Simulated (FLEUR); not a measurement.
RbBr:

```
CELL_PARAMETERS angstrom
0.00000 3.42700 3.42700
3.42700 0.00000 3.42700
3.42700 3.42700 0.00000
ATOMIC_POSITIONS crystal
Rb 0.00000 0.00000 0.00000
Br 0.50000 0.50000 0.50000
```

Base run:

```yaml
Program: FLEUR MaX-R8.1 (later development tree)
Functional: Wu-Cohen GGA
Potentials_or_basis: all-electron
Basis: FLAPW
Kmax: 4.1 1/bohr
k_mesh: 7 × 7 × 7
Occupations: fermi-dirac, width 0.05 eV
Spin: no spin polarisation
```

Its results: band gap on the k mesh 4.29 eV, direct.

Task: The run is repeated on the same cell with these changes: functional from Wu-Cohen GGA to AM05. What comes out?

Result: Band gap on the k mesh 4.18 eV, direct.
